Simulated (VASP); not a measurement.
S, 9 atoms in the cell. Symmetry: P3_221, No. 154, trigonal system. Conventional cell: a = 7.848 Å, b = 7.848 Å, c = 4.372 Å, α = 90.00°, β = 90.00°, γ = 120.00°. Around S (site symmetry 2) lie 2 S at 2.06 Å. Around S (site symmetry 1) lie 2 S at 2.06 Å. This isn't the form of S at room conditions, which is orthorhombic, of S8 rings.

```yaml
Program: VASP 6.6.1
Task: relaxation of cell and atoms
Functional: PBEsol
Potentials_or_basis: VASP PAW PBE potentials, release 64 (S)
Cutoff: 300 eV
k_mesh: 6 × 6 × 6
Occupations: gaussian, width 0.02 eV
Spin: no spin polarisation
Further_INCAR_settings: ALGO = Normal; EDIFF = 1e-07; IBRION = 2; EDIFFG = -0.005; NSW = 90; ISIF = 3
```

Potentials or basis: VASP PAW PBE potentials, release 64 (S).

Run with:

```bash
$ cat potpaw_PBE.64/S/POTCAR > POTCAR
$ mpirun -np 1 vasp_std > vasp.out
```

Hardware: 1 thread of Intel(R) Xeon(R) 6975P-C (Granite Rapids), with other jobs on the host.

**Question.** How long does it take, and how much memory?

**Answer.** Wall time 29 min on 1 thread of Intel(R) Xeon(R) 6975P-C (Granite Rapids), on a shared host, peak memory 0.27 GiB. Counts: scf iterations 516, k points 34, ion steps 70.
